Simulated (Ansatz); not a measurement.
Mo (hcp type), DFT, PBE, norm-conserving pseudopotentials, Ansatz's default files, scalar-relativistic (Ansatz 0.2.0), on 1 thread of Arm Neoverse V1 (shared host).

Command: `ansatz run input.yaml --threads 1 --pin off --max-ram 2048MiB --backend cpu --events-out ev --progress --plain --runs-dir out`

```yaml
crystal:
  lattice:
    - [2.7580637392, 0.0, 0.0]
    - [-1.3790318696, 2.3885532634, 0.0]
    - [0.0, 0.0, 4.8918777128]
  atoms:
    - { symbol: Mo, position: [0.3333333333, 0.6666666667, 0.25] }
    - { symbol: Mo, position: [0.6666666667, 0.3333333333, 0.75] }
kpoints:
  mp_grid: { grid: [15, 15, 8] }
scf:
  occupations: { method: fermi_dirac, width: 0.08 }
hamiltonian:
  xc: pbe
  pseudopotentials: { kind: nc }
output:
  forces: true
  stress: true
  eigenvalues: true
```

Question: How large is the problem that the program sets up?

Answer: 135 irreducible k-points, 2637 plane waves at Γ, 18 bands.

Question: About how long does it take?

Answer: 16 s of wall time for 7 SCF iterations. Times on shared machines scatter by tens of per cent.
